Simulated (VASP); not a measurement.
Os: single point with PBE

Crystal: Os.

```xyz
1
Lattice="0.0000 1.9220 1.9220 1.9220 0.0000 1.9220 1.9220 1.9220 0.0000" Properties=species:S:1:pos:R:3 pbc="T T T"
Os    0.0000    0.0000    0.0000
```

This isn't the form of Os at room conditions, which is hcp.

* Program: VASP 6.6.1
* Task: single point
* Functional: PBE
* Potentials or basis: VASP PAW PBE potentials, release 64 (Os)
* Cutoff: 520 eV
* k mesh: 8 × 8 × 8
* Occupations: gaussian, width 0.1 eV
* Spin: no spin polarisation
* Dipole correction: no
* Further INCAR settings: ALGO = Fast; EDIFF = 1e-07; NBANDS = 10

```yaml
Pressure: 3.6 GPa
Band_gap_on_the_k_mesh: none (metal or under the smearing width)
```

Levels at points of the mesh, in eV from the Fermi level:
```csv
k point,band 1,band 2,band 3,band 4,band 5,band 6,band 7,band 8
"(0.00, 0.00, 0.00)",-10.49,-2.74,-2.74,-2.74,0.24,0.24,14.48,20.19
"(0.50, 0.00, 0.00)",-7.36,-2.90,-2.90,-0.02,2.60,2.60,9.03,14.00
"(0.50, 0.50, 0.00)",-7.26,-6.54,2.54,2.56,3.28,3.28,12.27,12.39
```

Run time: 7.6 s on 1 thread of Intel(R) Xeon(R) Platinum 8375C CPU @ 2.90GHz (Ice Lake), with other jobs on the host, peak memory 0.12 GiB.

The run has no spin-orbit coupling, so splittings on Os are missing.
